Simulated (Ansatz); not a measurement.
# Pb under changes of volume

One of the cells (31.034 Å³/atom); the others are scaled copies at fixed shape and fractional positions:

```xyz
1
Lattice="-1.9797 1.9797 1.9797 1.9797 -1.9797 1.9797 1.9797 1.9797 -1.9797" Properties=species:S:1:pos:R:3 pbc="T T T"
Pb    0.0000    0.0000    0.0000
```

This isn't the form of Pb at room conditions, which is fcc.

- Program: Ansatz 0.2.0
- Functional: r2SCAN
- Potentials or basis: Ansatz PAW
- Cutoff: 500 eV (not typed: the program's choice for these potentials)
- k mesh: 9 × 9 × 9
- Occupations: fermi-dirac, width 0.05 eV
- Spin: no spin polarisation

| volume (Å³/atom) | energy over the lowest point (meV/atom) | pressure (GPa) |
| --- | --- | --- |
| 29.172 | ? | ? |
| 29.792 | 3.74 | 1.5 |
| 30.413 | 0.00 | 0.5 |
| 31.034 | 0.15 | -0.4 |
| 31.654 | 3.71 | -1.2 |
| 32.275 | 10.25 | -1.9 |
| 32.896 | 19.31 | -2.5 |

Question: What does the run at 29.172 Å³/atom give?

Answer: Energy over the lowest point 11.79 meV/atom; pressure 2.7 GPa.

Worked out: A Birch-Murnaghan fit of order 3 (a polynomial in V^(-2/3)) to the other rows has its minimum at 30.69 Å³/atom with B0 = V·E''(V) = 47 GPa and B' = 6.0. It gives 11.99 meV/atom at 29.172 Å³/atom, against the run's 11.79, and -dE/dV = 2.8 GPa, against 2.7.

Energies are extrapolated to zero smearing.

Caveats: the PAW data sets come from PBE, with cores solved anew for the run's functional, which leaves a small shift of forces and pressure.
